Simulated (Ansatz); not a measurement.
System: zinc-blende InN (metastable phase). Method: r²SCAN (Ansatz, a program for electronic structure, PAW).

Numerical settings: plane-wave cutoff 560 eV, 12×12×12 k mesh, Fermi–Dirac smearing 0.01 eV, scalar-relativistic PAW data made under PBE.

Pressure at four volumes; x = ln(V/15.617 Å³). One pressure is withheld.

```json
[
 {"V (Å³/atom)": "14.680", "x": "-0.0619", "P (GPa)": "?"},
 {"V (Å³/atom)": "14.992", "x": "-0.0408", "P (GPa)": "6.26"},
 {"V (Å³/atom)": "15.617", "x": "0.0000", "P (GPa)": "0.00"},
 {"V (Å³/atom)": "16.554", "x": "0.0583", "P (GPa)": "-7.13"}
]
```

Pass a parabola P(x) through the three rows shown, estimate the bulk modulus and its pressure derivative near zero pressure, and predict the withheld pressure.

Slopes between the rows: (0.00 − (6.26))/(0.0000 − (-0.0408)) = -153.43 and (-7.13 − (0.00))/(0.0583 − (0.0000)) = -122.30 GPa. Their difference over the span 0.0991 is c = 31.13/0.0991 = 314.1 GPa, so P(x) = 6.26 + (-153.43)(x − (-0.0408)) + 314.1 (x − (-0.0408))(x − (0.0000)). At the middle row B = −dP/dx = −[-153.43 + 314.1 × 0.0408] = 140.6 GPa, and B′ = dB/dP = 2c/B = 4.5. At x = -0.0619 the parabola gives 9.91 GPa; the run gives 9.94 GPa. The Birch–Murnaghan fit to the energies at all volumes has B0 = 140 GPa and B′ = 4.5.

Note: this level leaves the solid without a gap, although one is measured.

Spin–orbit coupling is not included.
